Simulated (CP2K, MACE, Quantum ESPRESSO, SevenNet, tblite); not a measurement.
# Pressure against volume in rock-salt KCl, displaced supercell (64 atoms), QE, PBE

The cell holds 64 atoms: 32 K and 32 Cl. Cell: a = 12.587 Å, b = 12.587 Å, c = 12.586 Å, α = 90.0°, β = 90.0°, γ = 88.3°. It derives from KCl (rock-salt), repeated 2×2×2. Rock-salt KCl (a = 6.293 Å), 2 x 2 x 2 conventional cells, xy shear strain +3 %; every coordinate displaced by a Gaussian of 0.07 Å.

Calculated with Quantum ESPRESSO 7.5: PBE; plane waves, SSSP efficiency, 45/360 Ry; k-points Γ. The unchanged cell has V0 = 31.145 Å³ an atom and P0 = 0.883 GPa. It is scaled evenly, with fractional positions held.

| volume (Å³/atom) | pressure (GPa) |
| --- | --- |
| 29.276 | 2.356 |
| 30.210 | 1.557 |
| 32.079 | 0.3127 |
| 33.013 | ? |

Task: Fit a second-order expansion in ln V to the rows given and extrapolate to the withheld row.

**Working.**

To second order in u = ln(V/V0), P = P0 − B u + ½ B B′ u², with B the bulk modulus at V0 and B′ its pressure derivative. So v = (P − P0)/u is a line in u, with intercept −B and slope ½ B B′.

| u | v (GPa) |
| --- | --- |
| -0.0618754 | -23.8108 |
| -0.0304592 | -22.1477 |
| 0.0295588 | -19.2836 |

With n = 3: mean u = -0.0209253, mean v = -21.7473, Σ(u − ū)² = 0.0043165, Σ(u − ū)(v − v̄) = 0.21269. Slope b = 0.21269 / 0.0043165 = 49.275; intercept a = v̄ − b ū = -20.716.

So B = 20.7 GPa and B′ = 2b/B = 4.8. At the withheld volume u = 0.05827, v = a + b u = -17.85 GPa, and P = P0 + u v.

Prediction at 33.013: -0.1571 GPa. The run gave -0.1703 GPa, so the fit is high by 0.013 GPa (7.7 % of the value).

B′ = 4.8 rests on three points. Among the rows given, the largest miss of the fit is at 29.276, by 0.0028 GPa (0.11 % of the range of the table).

Limits: Static cells at zero temperature, with the cell shape held.

[Hosts, paths, dates, database ids (printed as entryN), source tags and the programs' standing remarks are cut or masked in the printed files.]
